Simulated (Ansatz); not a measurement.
# Ni3Ge: the cost of one run

Computed with Ansatz 0.2.0 (DFT PBEsol, scalar-relativistic, plane waves, PAW, unless a step's input says otherwise).

**1. The starting structure**

It takes space group Pm-3m (No. 221, cubic). Conventional cell: a = 3.530 Å, b = 3.530 Å, c = 3.530 Å, α = 90.00°, β = 90.00°, γ = 90.00°. Ni (site symmetry 4/mmm) has 8 Ni at 2.50 Å and 4 Ge at 2.50 Å as nearest neighbours. Around Ge (site symmetry m-3m) lie 12 Ni at 2.50 Å.

Coordinates:

```cif
data_structure
_symmetry_space_group_name_H-M 'Pm-3m'
_symmetry_Int_Tables_number 221
_cell_length_a 3.5303
_cell_length_b 3.5303
_cell_length_c 3.5303
_cell_angle_alpha 90.000
_cell_angle_beta 90.000
_cell_angle_gamma 90.000
_cell_volume 44.00
loop_
_atom_site_label
_atom_site_type_symbol
_atom_site_symmetry_multiplicity
_atom_site_Wyckoff_symbol
_atom_site_fract_x
_atom_site_fract_y
_atom_site_fract_z
_atom_site_occupancy
Ni1 Ni 3 c 0.50000 0.00000 0.50000 1
Ge1 Ge 1 a 0.00000 0.00000 0.00000 1
```

Source of the structure: the Materials Project (structure only).

(A quick probe on a coarse mesh, which set the mesh and smearing, is not shown.)

**3. Full relaxation**

input.yaml

```yaml
crystal:
  lattice:
    - [3.5303341067, 0.0, 0.0]
    - [0.0, 3.5303341067, 0.0]
    - [0.0, 0.0, 3.5303341067]
  atoms:
    - { symbol: Ni, position: [0.5, 0.0, 0.5] }
    - { symbol: Ni, position: [0.0, 0.5, 0.5] }
    - { symbol: Ni, position: [0.5, 0.5, 0.0] }
    - { symbol: Ge, position: [0.0, 0.0, 0.0] }
basis:
  ecutwfc: 420
kpoints:
  mp_grid: { grid: [12, 12, 12] }
hamiltonian:
  xc: pbesol
scf:
  occupations: { method: gaussian, width: 0.1 }
output:
  forces: true
  stress: true
  eigenvalues: true
  write_density: true
  write_potential: true
  elf: true
  volumetric_format: npy
relax:
  adjacent_minimum: "off"
  f_tol: 0.005
  max_steps: 80
  cell: { stress_tol: 0.05 }
```

Started as:

```console
$ ansatz run input.yaml --threads 1 --pin off --max-ram 2560MiB --backend cpu --events-out ev --progress --plain --runs-dir out
```

What time and memory should one allow on 1 thread of AMD EPYC 7R43 (Zen 3), shared host?

About 28 s, with a peak of 0.48 GiB.
